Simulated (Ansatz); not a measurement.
Given:

Relaxed CsCl (CsCl type):

```xyz
2
Lattice="4.2053 0.0000 0.0000 0.0000 4.2053 0.0000 0.0000 0.0000 4.2053" Properties=species:S:1:pos:R:3 pbc="T T T"
Cs     0.0000     0.0000     0.0000
Cl     2.1026     2.1026     2.1026
```

Scan: atom 1 (Cs, nearest neighbour Cl at 3.642 Å; its periodic images, 4.2 Å or more away, move with it) is displaced along Cartesian x, direction (1.000, 0.000, 0.000) in Cartesian axes, by s. The other atoms stay.

Level of theory: PBE (plane waves to 420 eV, PAW, scalar-relativistic; Ansatz, a first-principles code). k mesh 6×6×6 (Γ-centred), Fermi-Dirac smearing 0.05 eV. The energy includes the smearing's −TS. CsCl was relaxed with its symmetry unable to fall. ΔE is measured from the undisplaced structure.

The scan covers s from -1.090 to 1.090 Å in 11 points.

### Question
Is this a single well or a double well?

### Answer
A single well with its minimum at or next to zero displacement.

### Question
Is the energy the same for equal positive and negative displacements?

### Answer
Even: the same for both signs. With its periodic images moving along, the atom's site symmetry in this cell is m-3m.

### Question
What force acts on the atom along the line at s = -1.090 Å?

### Answer
0.770 eV/Å.

### Question
What is the energy change at s = 1.090 Å?

### Answer
401 meV/cell.

### Question
What is the force constant k = d²E/ds² of this move at s = 0?

### Answer
0.57 eV/Å².

(A displaced cell: forces are minus the slopes of the energy, force constants its curvatures, and phonons follow from these.)
